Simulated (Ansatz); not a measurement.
# Carbon, fcc under revPBE: ground state and equation of state, part 2 of 2

The plan for carbon in the fcc structure: relax it, solve it on a dense k-mesh, then scale the cell to 7 volumes from 88 to 112 % of the relaxed one and try a fit of the equation of state. Spin polarisation is left out. The k-meshes are 18×18×18 for the relaxation; 28×28×28 for the dense run; 20×20×20 for the volumes.

Ansatz 0.2.0; DFT, revPBE, plane waves (420 eV) with PAW, scalar-relativistic.

## Step 4: At 88 % of the relaxed volume

input.yaml

```yaml
crystal:
  lattice:
    - [0.0, 1.4848997422, 1.4848997422]
    - [1.4848997422, 0.0, 1.4848997422]
    - [1.4848997422, 1.4848997422, 0.0]
  atoms:
    - { symbol: C, position: [0.0, 0.0, 0.0] }
hamiltonian:
  xc: revpbe
  pseudopotentials:
    kind: paw
    azcp:
      C: "pseudopotentials/C.paw.azcp"
basis:
  ecutwfc: 420
  fft_grid_basis: typed
kpoints:
  mp_grid: { grid: [20, 20, 20], shift: [0, 0, 0] }
magnetization:
  spin_polarized: false
scf:
  occupations: { method: fermi_dirac, width: 0.1 }
  lower_state_search: "off"
output:
  stress: true
```

What it wrote, shortened:

```text
Warning: RAYON_NUM_THREADS=2 ignored (pool sized by the plan → 2); use --threads N
[...]
Pseudopotentials: kind: paw
Pseudopotential: C, paw, valence charge 4, recommended cutoff 420 eV (normal), <dir>
Functional definition: revPBE
[...]
Crystal: 1 atoms, lattice volume = 6.548 Å³
Basis set: ecut = 420 eV, 137 PW (Γ)
Bands: 6, of which v1, the nominal top of the filled ones, is band 2 counted from 1 (1 counted from 0)
Symmetry: 48 space group operations
Space group: Fm-3m (ITA 225), of the structure as read, at distance tolerance 1.9e-5 Å
k-points: 256 of 8000
[...]
SCF iter   1: F=—  HF=-247.282529 eV  |F-HF|=—  |Δ(HF+E_count)|=         —  Δρ=4.84e-3  dr2=4.48e-4  ethr=1.77e-3  ⟨swp⟩=4.8  Hψ=11882  notcnv=0
[...]
SCF iter   6: F=-247.282640 eV  HF=-247.282640 eV  |F-HF|=2.17e-9  |Δ(HF+E_count)|=   2.59e-8  Δρ=1.22e-5  dr2=6.08e-9  ethr=2.74e-10  ⟨swp⟩=1.0  Hψ=4259  notcnv=0
[...]
SCF converged after 6 iterations
Free energy (F): -247.282640 eV
[...]
E sigma→0 (E₀):  -247.276311 eV
Entropy (-TS):   -0.012658 eV (-12.658 meV/atom)
Fermi energy:    12.336022 eV
[...]
--- Stress (GPa, compression-positive) ---
       23.394113       0.000000       0.000000
       -0.000000      23.394113       0.000000
       -0.000000      -0.000000      23.394113
  P = ⅓ Tr σ = 23.3941 GPa (233.941 kbar)
```

It took 0.47 s on 2 threads of Arm Neoverse V2, shared host; peak memory 0.24 GiB.

## Step 5: At 92 % of the relaxed volume

input.yaml: that of step 4 with these lines changed.

```diff
@@ -2,5 +2,5 @@
   lattice:
-    - [0.0, 1.4848997422, 1.4848997422]
-    - [1.4848997422, 0.0, 1.4848997422]
-    - [1.4848997422, 1.4848997422, 0.0]
+    - [0.0, 1.5070656928, 1.5070656928]
+    - [1.5070656928, 0.0, 1.5070656928]
+    - [1.5070656928, 1.5070656928, 0.0]
   atoms:
@@ -25 +25,5 @@
   stress: true
+  write_density: true
+  write_potential: true
+  elf: true
+  volumetric_format: npy
```

What it wrote, shortened:

```text
Warning: RAYON_NUM_THREADS=2 ignored (pool sized by the plan → 2); use --threads N
[...]
[... 3 set-up lines as earlier in the session ...]
[...]
Crystal: 1 atoms, lattice volume = 6.846 Å³
Basis set: ecut = 420 eV, 137 PW (Γ)
Bands: 6, of which v1, the nominal top of the filled ones, is band 2 counted from 1 (1 counted from 0)
[... 2 set-up lines as earlier in the session ...]
k-points: 256 of 8000
[...]
SCF iter   1: F=—  HF=-247.317122 eV  |F-HF|=—  |Δ(HF+E_count)|=         —  Δρ=4.30e-3  dr2=3.27e-4  ethr=1.77e-3  ⟨swp⟩=4.9  Hψ=11882  notcnv=0
[...]
SCF iter   6: F=-247.317193 eV  HF=-247.317193 eV  |F-HF|=1.74e-10  |Δ(HF+E_count)|=   3.88e-9  Δρ=3.30e-6  dr2=4.71e-10  ethr=4.68e-10  ⟨swp⟩=3.6  Hψ=5878  notcnv=0
[...]
SCF converged after 6 iterations
Free energy (F): -247.317193 eV
[...]
E sigma→0 (E₀):  -247.310970 eV
Entropy (-TS):   -0.012447 eV (-12.447 meV/atom)
Fermi energy:    11.530548 eV
[...]
--- Stress (GPa, compression-positive) ---
       14.086076       0.000000       0.000000
       -0.000000      14.086076       0.000000
        0.000000       0.000000      14.086076
  P = ⅓ Tr σ = 14.0861 GPa (140.861 kbar)
--- Band table (eV; the first three rows and the last of 256) ---
  k-point 0: bands = ["-8.1301", "20.1146", "20.1146", "20.1146", "42.3465", "42.3465"]
[...]
```

It took 0.63 s on 2 threads of Arm Neoverse V2, shared host; peak memory 0.25 GiB.

Axes a, b and c in the maps are those of this run's conventional cell (a, b, c = 3.014, 3.014, 3.014 Å).

Density in a lattice plane of the grid's cell (edges 3.01 and 3.01 Å, at 0.000 of the third edge), which holds C.

Ten even steps from ' ' (0.18 e/Å³) to '@' (1.49 e/Å³):
```
@@@@@@@@##++--::..              ..::--++##@@@@@@
@@@@@@%%**==--....              ....--==**%%@@@@
%%%%##**++--::......          ......::--++**##%%
****++==--::::......................::::--==++**
------::::::..::::::----------::::::..::::::----
............::::--==++******++==--::::..........
      ......::--++**##%%%%%%##**++--::......    
        ....--==**%%@@@@@@@@@@%%**==--....      
        ..::--++##@@@@@@@@@@@@@@##++--::..      
        ..::--++##@@@@@@%%@@@@@@##++--::..      
        ..::--++##@@@@@@@@@@@@@@##++--::..      
        ....--==**%%@@@@@@@@@@%%**==--....      
      ......::--++**##%%%%%%##**++--::......    
............::::--==++******++==--::::..........
------::::::..::::::----------::::::..::::::----
****++==--::::......................::::--==++**
%%%%##**++--::......          ......::--++**##%%
@@@@@@%%**==--....              ....--==**%%@@@@
@@@@@@@@##++--::..              ..::--++##@@@@@@
%%@@@@@@##++--::..              ..::--++##@@@@@@
```
Columns run along the first of these edges and rows up along the second, over one cell in 24 and 20 even steps from the bottom left corner. Atoms in the plane (fractional): C at (0.00, 0.00), C at (0.50, 0.50).

ELF in the same plane.

Ten even steps from ' ' (0.07) to '@' (0.77):
```
::--++%%@@@@%%++--..          ..--++%%@@@@%%++--
++**##@@@@@@##++--....      ....--++##@@@@@@##**
%%@@@@@@@@%%**==--::::::::::::::--==**%%@@@@@@@@
@@@@@@@@%%**====--====++++++====--====**%%@@@@@@
@@%%%%##++======++##%%%%@@%%%%##++======++##%%%%
++++====--====**%%@@@@@@@@@@@@@@%%**====--====++
::::::::--==**%%@@@@@@@@%%@@@@@@@@%%**==--::::::
    ....--++##@@@@@@##**++**##@@@@@@##++--....  
      ..--++%%@@@@%%++--::--++%%@@@@%%++--..    
      ..--**@@@@@@##==..  ..==##@@@@@@**--..    
      ..--++%%@@@@%%++--::--++%%@@@@%%++--..    
    ....--++##@@@@@@##**++**##@@@@@@##++--....  
::::::::--==**%%@@@@@@@@%%@@@@@@@@%%**==--::::::
++++====--====**%%@@@@@@@@@@@@@@%%**====--====++
@@%%%%##++======++##%%%%@@%%%%##++======++##%%%%
@@@@@@@@%%**====--====++++++====--====**%%@@@@@@
%%@@@@@@@@%%**==--::::::::::::::--==**%%@@@@@@@@
++**##@@@@@@##++--....      ....--++##@@@@@@##**
::--++%%@@@@%%++--..          ..--++%%@@@@%%++--
  ..==##@@@@@@**--..          ..--**@@@@@@##==..
```
Columns run along the first of these edges and rows up along the second, over one cell in 24 and 20 even steps from the bottom left corner. Atoms in the plane (fractional): C at (0.00, 0.00), C at (0.50, 0.50).

Both are smooth fields of the valence electrons: close to the nuclei they are not physical.

The highest ELF values outside the cores: 0.79 in the shell around C, 0.6 Å from C.

## Step 6: At 96 % of the relaxed volume

input.yaml: that of step 5 with these lines changed.

```diff
@@ -2,5 +2,5 @@
   lattice:
-    - [0.0, 1.5070656928, 1.5070656928]
-    - [1.5070656928, 0.0, 1.5070656928]
-    - [1.5070656928, 1.5070656928, 0.0]
+    - [0.0, 1.5285981119, 1.5285981119]
+    - [1.5285981119, 0.0, 1.5285981119]
+    - [1.5285981119, 1.5285981119, 0.0]
   atoms:
```

What it wrote, shortened:

```text
Warning: RAYON_NUM_THREADS=2 ignored (pool sized by the plan → 2); use --threads N
[...]
[... 3 set-up lines as earlier in the session ...]
[...]
Crystal: 1 atoms, lattice volume = 7.143 Å³
Basis set: ecut = 420 eV, 137 PW (Γ)
Bands: 6, of which v1, the nominal top of the filled ones, is band 2 counted from 1 (1 counted from 0)
[... 2 set-up lines as earlier in the session ...]
k-points: 256 of 8000
[...]
SCF iter   1: F=—  HF=-247.335890 eV  |F-HF|=—  |Δ(HF+E_count)|=         —  Δρ=3.89e-3  dr2=2.60e-4  ethr=1.77e-3  ⟨swp⟩=4.9  Hψ=11830  notcnv=0
[...]
SCF iter   6: F=-247.335923 eV  HF=-247.335923 eV  |F-HF|=3.30e-12  |Δ(HF+E_count)|=   9.03e-9  Δρ=7.50e-7  dr2=2.38e-11  ethr=7.36e-10  ⟨swp⟩=3.7  Hψ=5873  notcnv=0
[...]
SCF converged after 6 iterations
Free energy (F): -247.335923 eV
[...]
E sigma→0 (E₀):  -247.329710 eV
Entropy (-TS):   -0.012426 eV (-12.426 meV/atom)
Fermi energy:    10.804539 eV
[...]
--- Stress (GPa, compression-positive) ---
        6.318521      -0.000000       0.000000
       -0.000000       6.318521       0.000000
       -0.000000      -0.000000       6.318521
  P = ⅓ Tr σ = 6.3185 GPa (63.185 kbar)
--- Band table (eV; the first three rows and the last of 256) ---
  k-point 0: bands = ["-8.2659", "19.0485", "19.0485", "19.0485", "41.0634", "41.0634"]
[...]
```

Run time: 0.65 s. Hardware: 2 threads of Arm Neoverse V2, shared host; peak memory 0.25 GiB.

## Step 7: At 100 % of the relaxed volume

input.yaml: that of step 6 with these lines changed.

```diff
@@ -2,5 +2,5 @@
   lattice:
-    - [0.0, 1.5285981119, 1.5285981119]
-    - [1.5285981119, 0.0, 1.5285981119]
-    - [1.5285981119, 1.5285981119, 0.0]
+    - [0.0, 1.5495404144, 1.5495404144]
+    - [1.5495404144, 0.0, 1.5495404144]
+    - [1.5495404144, 1.5495404144, 0.0]
   atoms:
@@ -25,5 +25 @@
   stress: true
-  write_density: true
-  write_potential: true
-  elf: true
-  volumetric_format: npy
```

What it wrote, shortened:

```text
Warning: RAYON_NUM_THREADS=2 ignored (pool sized by the plan → 2); use --threads N
[...]
[... 3 set-up lines as earlier in the session ...]
[...]
Crystal: 1 atoms, lattice volume = 7.441 Å³
Basis set: ecut = 420 eV, 137 PW (Γ)
Bands: 6, of which v1, the nominal top of the filled ones, is band 2 counted from 1 (1 counted from 0)
[... 2 set-up lines as earlier in the session ...]
k-points: 256 of 8000
[...]
SCF iter   1: F=—  HF=-247.341478 eV  |F-HF|=—  |Δ(HF+E_count)|=         —  Δρ=3.54e-3  dr2=2.14e-4  ethr=1.77e-3  ⟨swp⟩=4.9  Hψ=11816  notcnv=0
[...]
SCF iter   6: F=-247.341484 eV  HF=-247.341484 eV  |F-HF|=6.76e-11  |Δ(HF+E_count)|=  4.94e-10  Δρ=1.81e-6  dr2=1.59e-10  ethr=9.69e-11  ⟨swp⟩=1.0  Hψ=4301  notcnv=0
[...]
SCF converged after 6 iterations
Free energy (F): -247.341484 eV
[...]
E sigma→0 (E₀):  -247.335168 eV
Entropy (-TS):   -0.012633 eV (-12.633 meV/atom)
Fermi energy:    10.143120 eV
[...]
--- Stress (GPa, compression-positive) ---
       -0.134480      -0.000000       0.000000
       -0.000000      -0.134480       0.000000
        0.000000       0.000000      -0.134480
  P = ⅓ Tr σ = -0.1345 GPa (-1.345 kbar)
```

Wall time 0.48 s (2 threads of Arm Neoverse V2, shared host); peak memory 0.24 GiB.

## Step 8: At 104 % of the relaxed volume

input.yaml: that of step 7 with these lines changed.

```diff
@@ -2,5 +2,5 @@
   lattice:
-    - [0.0, 1.5495404144, 1.5495404144]
-    - [1.5495404144, 0.0, 1.5495404144]
-    - [1.5495404144, 1.5495404144, 0.0]
+    - [0.0, 1.5699314425, 1.5699314425]
+    - [1.5699314425, 0.0, 1.5699314425]
+    - [1.5699314425, 1.5699314425, 0.0]
   atoms:
```

What it wrote, shortened:

```text
Warning: RAYON_NUM_THREADS=2 ignored (pool sized by the plan → 2); use --threads N
[...]
[... 3 set-up lines as earlier in the session ...]
[...]
Crystal: 1 atoms, lattice volume = 7.739 Å³
Basis set: ecut = 420 eV, 169 PW (Γ)
Bands: 6, of which v1, the nominal top of the filled ones, is band 2 counted from 1 (1 counted from 0)
[... 2 set-up lines as earlier in the session ...]
k-points: 256 of 8000
[...]
SCF iter   1: F=—  HF=-247.336144 eV  |F-HF|=—  |Δ(HF+E_count)|=         —  Δρ=3.28e-3  dr2=1.93e-4  ethr=1.77e-3  ⟨swp⟩=4.9  Hψ=11758  notcnv=0
[...]
SCF iter   6: F=-247.336134 eV  HF=-247.336134 eV  |F-HF|=4.95e-10  |Δ(HF+E_count)|=   4.18e-9  Δρ=4.73e-6  dr2=1.15e-9  ethr=4.01e-10  ⟨swp⟩=1.9  Hψ=4287  notcnv=0
[...]
SCF converged after 6 iterations
Free energy (F): -247.336134 eV
[...]
E sigma→0 (E₀):  -247.329584 eV
Entropy (-TS):   -0.013100 eV (-13.100 meV/atom)
Fermi energy:    9.531109 eV
[...]
--- Stress (GPa, compression-positive) ---
       -5.438712       0.000000       0.000000
       -0.000000      -5.438712      -0.000000
       -0.000000       0.000000      -5.438712
  P = ⅓ Tr σ = -5.4387 GPa (-54.387 kbar)
```

Run time: 0.54 s. Hardware: 2 threads of Arm Neoverse V2, shared host; peak memory 0.24 GiB.

## Step 9: At 108 % of the relaxed volume

input.yaml: that of step 8 with these lines changed.

```diff
@@ -2,5 +2,5 @@
   lattice:
-    - [0.0, 1.5699314425, 1.5699314425]
-    - [1.5699314425, 0.0, 1.5699314425]
-    - [1.5699314425, 1.5699314425, 0.0]
+    - [0.0, 1.5898061022, 1.5898061022]
+    - [1.5898061022, 0.0, 1.5898061022]
+    - [1.5898061022, 1.5898061022, 0.0]
   atoms:
```

What it wrote, shortened:

```text
Warning: RAYON_NUM_THREADS=2 ignored (pool sized by the plan → 2); use --threads N
[...]
[... 3 set-up lines as earlier in the session ...]
[...]
Crystal: 1 atoms, lattice volume = 8.036 Å³
Basis set: ecut = 420 eV, 169 PW (Γ)
Bands: 6, of which v1, the nominal top of the filled ones, is band 2 counted from 1 (1 counted from 0)
[... 2 set-up lines as earlier in the session ...]
k-points: 256 of 8000
[...]
SCF iter   1: F=—  HF=-247.321890 eV  |F-HF|=—  |Δ(HF+E_count)|=         —  Δρ=3.08e-3  dr2=1.84e-4  ethr=1.77e-3  ⟨swp⟩=5.0  Hψ=11746  notcnv=0
[...]
SCF iter   6: F=-247.321894 eV  HF=-247.321894 eV  |F-HF|=5.57e-9  |Δ(HF+E_count)|=   1.90e-8  Δρ=1.50e-5  dr2=1.24e-8  ethr=1.74e-9  ⟨swp⟩=2.0  Hψ=4277  notcnv=0
[...]
SCF converged after 6 iterations
Free energy (F): -247.321894 eV
[...]
E sigma→0 (E₀):  -247.315062 eV
Entropy (-TS):   -0.013662 eV (-13.662 meV/atom)
Fermi energy:    8.959851 eV
[...]
--- Stress (GPa, compression-positive) ---
       -9.743627      -0.000000       0.000000
       -0.000000      -9.743627       0.000000
        0.000000       0.000000      -9.743627
  P = ⅓ Tr σ = -9.7436 GPa (-97.436 kbar)
```

It took 0.54 s on 2 threads of Arm Neoverse V2, shared host; peak memory 0.24 GiB.

## Step 10: At 112 % of the relaxed volume

input.yaml: that of step 9 with these lines changed.

```diff
@@ -2,5 +2,5 @@
   lattice:
-    - [0.0, 1.5898061022, 1.5898061022]
-    - [1.5898061022, 0.0, 1.5898061022]
-    - [1.5898061022, 1.5898061022, 0.0]
+    - [0.0, 1.6091958925, 1.6091958925]
+    - [1.6091958925, 0.0, 1.6091958925]
+    - [1.6091958925, 1.6091958925, 0.0]
   atoms:
```

What it wrote, shortened:

```text
Warning: RAYON_NUM_THREADS=2 ignored (pool sized by the plan → 2); use --threads N
[...]
[... 3 set-up lines as earlier in the session ...]
[...]
Crystal: 1 atoms, lattice volume = 8.334 Å³
Basis set: ecut = 420 eV, 169 PW (Γ)
Bands: 6, of which v1, the nominal top of the filled ones, is band 2 counted from 1 (1 counted from 0)
[... 2 set-up lines as earlier in the session ...]
k-points: 256 of 8000
[...]
SCF iter   1: F=—  HF=-247.300418 eV  |F-HF|=—  |Δ(HF+E_count)|=         —  Δρ=2.94e-3  dr2=1.89e-4  ethr=1.77e-3  ⟨swp⟩=5.0  Hψ=11741  notcnv=0
[...]
SCF iter   6: F=-247.300454 eV  HF=-247.300454 eV  |F-HF|=1.00e-8  |Δ(HF+E_count)|=   3.74e-8  Δρ=1.94e-5  dr2=2.20e-8  ethr=2.50e-9  ⟨swp⟩=3.0  Hψ=3293  notcnv=0
[...]
SCF converged after 6 iterations
Free energy (F): -247.300454 eV
[...]
E sigma→0 (E₀):  -247.293401 eV
Entropy (-TS):   -0.014107 eV (-14.107 meV/atom)
Fermi energy:    8.426385 eV
[...]
--- Stress (GPa, compression-positive) ---
      -13.214731       0.000000       0.000000
       -0.000000     -13.214731       0.000000
        0.000000       0.000000     -13.214731
  P = ⅓ Tr σ = -13.2147 GPa (-132.147 kbar)
```

It took 0.53 s on 2 threads of Arm Neoverse V2, shared host; peak memory 0.25 GiB.

## Step 11: Fitting the volumes

The cell was scaled evenly, with its shape and the fractional positions fixed.

| V (Å³/atom) | E − E₀ (meV/atom) | P from the stress (GPa) | P from the fit (GPa) |
| --- | --- | --- | --- |
| 6.548 | 58.8 | 23.39 | 23.68 |
| 6.846 | 24.1 | 14.09 | 14.08 |
| 7.143 | 5.4 | 6.32 | 6.23 |
| 7.441 | -0.1 | -0.13 | -0.22 |
| 7.739 | 5.5 | -5.44 | -5.52 |
| 8.036 | 20.0 | -9.74 | -9.88 |
| 8.334 | 41.7 | -13.21 | -13.48 |

A third-order Birch-Murnaghan fit gives V₀ = 7.430 Å³/atom, B₀ = 147 GPa and B₀′ = 3.9; it misses no point by more than 0.10 meV/atom.

Fit and stress differ a little: one follows E(σ → 0), the other the smeared free energy.

## Step 12: Results

This closing draws on all 2 parts.

```
                      quantity                         value
space group (spins left aside)               Fm-3m (No. 225)
             conventional cell                   a = 3.099 Å
                        volume                 7.441 Å³/atom
             shortest distance                       2.191 Å
               gap on the mesh  none (levels filled in part)
          relative to graphite                +4565 meV/atom
                   V₀, B₀, B₀′   7.430 Å³/atom, 147 GPa, 3.9
```

In words: The relaxation enlarged the cell by 12.5 % in volume. Against the reference form of carbon (graphite, computed apart with the same settings) it stands 4565 meV/atom higher. Levels at the Fermi energy are filled in part, as in a metal. The fitted modulus is 147 GPa. The symmetry was held, so the structure may be unstable against distortions that break it.
